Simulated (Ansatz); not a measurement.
**ZnO (wurtzite type): how the settings move a single-point run**

Aim: see which settings change the result for ZnO (wurtzite type), by how much, and at what cost.

Computed with Ansatz 0.2.0 (reference: DFT, PBE, all-electron PAW with datasets made for the crystal, scalar-relativistic, unless a step's input says otherwise).

## Step 1: Starting point

Symmetry: P6_3mc, No. 186, hexagonal system. The conventional cell has a = 3.279 Å, b = 3.279 Å, c = 5.294 Å, α = 90.00°, β = 90.00°, γ = 120.00°. Zn (site symmetry 3m) is surrounded by 4 O at 2.00 to 2.01 Å. O (site symmetry 3m) is surrounded by 4 Zn at 2.00 to 2.01 Å.

Structure file:

```cif
data_structure
_symmetry_space_group_name_H-M 'P6_3mc'
_symmetry_Int_Tables_number 186
_cell_length_a 3.2793
_cell_length_b 3.2793
_cell_length_c 5.2939
_cell_angle_alpha 90.000
_cell_angle_beta 90.000
_cell_angle_gamma 120.000
_cell_volume 49.30
loop_
_atom_site_label
_atom_site_type_symbol
_atom_site_symmetry_multiplicity
_atom_site_Wyckoff_symbol
_atom_site_fract_x
_atom_site_fract_y
_atom_site_fract_z
_atom_site_occupancy
Zn1 Zn 2 b 0.33333 0.66667 0.99848 1
O1 O 2 b 0.33333 0.66667 0.37752 1
```

## Step 2: The reference run

input.yaml

```yaml
crystal:
  lattice:
    - [3.2792607755, 0.0, 0.0]
    - [-1.6396303878, 2.8399231372, 0.0]
    - [0.0, 0.0, 5.293867346]
  atoms:
    - { symbol: Zn, position: [0.3333333333, 0.6666666667, -0.0015194259] }
    - { symbol: Zn, position: [0.6666666667, 0.3333333333, 0.4984805741] }
    - { symbol: O, position: [0.3333333333, 0.6666666667, 0.3775194259] }
    - { symbol: O, position: [0.6666666667, 0.3333333333, 0.8775194259] }
kpoints:
  mp_grid: { grid: [12, 12, 7] }
  band_path:
    path:
      - [0.0, 0.0, 0.0]
      - [0.5, 0.0, 0.0]
      - [0.3333333333, 0.3333333333, 0.0]
      - [0.0, 0.0, 0.0]
      - [0.0, 0.0, 0.5]
      - [0.5, 0.0, 0.5]
      - [0.3333333333, 0.3333333333, 0.5]
      - [0.0, 0.0, 0.5]
      - [0.5, 0.0, 0.5]
    npoints: 8
scf:
  occupations: { method: fermi_dirac, width: 0.08 }
hamiltonian:
  xc: pbe
  pseudopotentials: { kind: all_electron, datasets: crystal }
output:
  forces: true
  stress: true
  eigenvalues: true
  efg: { contact_densities: true }
```

Command:

```sh
ansatz run input.yaml --threads 1 --pin off --max-ram 3072MiB --backend cpu --events-out ev --progress --plain --runs-dir out
```

## Step 3: Changing settings: lower_state_search off, xc pbesol

Edit input.yaml of step 2 so:

```diff
@@ -26,4 +26,5 @@
   occupations: { method: fermi_dirac, width: 0.08 }
+  lower_state_search: "off"
 hamiltonian:
-  xc: pbe
+  xc: pbesol
   pseudopotentials: { kind: all_electron, datasets: crystal }
```

Q: Predict the outcome of this session. Wanted: for each run, ending; energy change; pressure; gap; force.

As calculated:

```
                                 run     ending   energy change  pressure (GPa)  gap (eV)  force (eV/Å)  cycles  time
                           reference  converged               -            -0.1      0.76          0.00      10  40 s
1: lower_state_search off, xc pbesol  converged  not comparable            -6.0      0.65          0.00      10  38 s
```

Residual by cycle in the longest SCF loop of each run; runs are numbered as in the table. The quantity is the density residual dr2, in eV.

```
cycle  reference    run 1
    1         12     10.3
    2      0.535    0.504
    3      0.225    0.213
    4     0.0418   0.0425
    5    0.00408  0.00364
    6     4.5e-4   3.1e-4
    7     8.5e-5   6.0e-5
    8     4.3e-6   2.9e-6
    9     1.9e-7   1.4e-7
   10     1.4e-8   1.4e-8
```

**Reading.** A change of functional puts the total energy on another scale; the pressure goes from -0.1 to -6.0 GPa and the gap on the mesh goes from 0.76 to 0.65 eV. The search for lower states changed too.
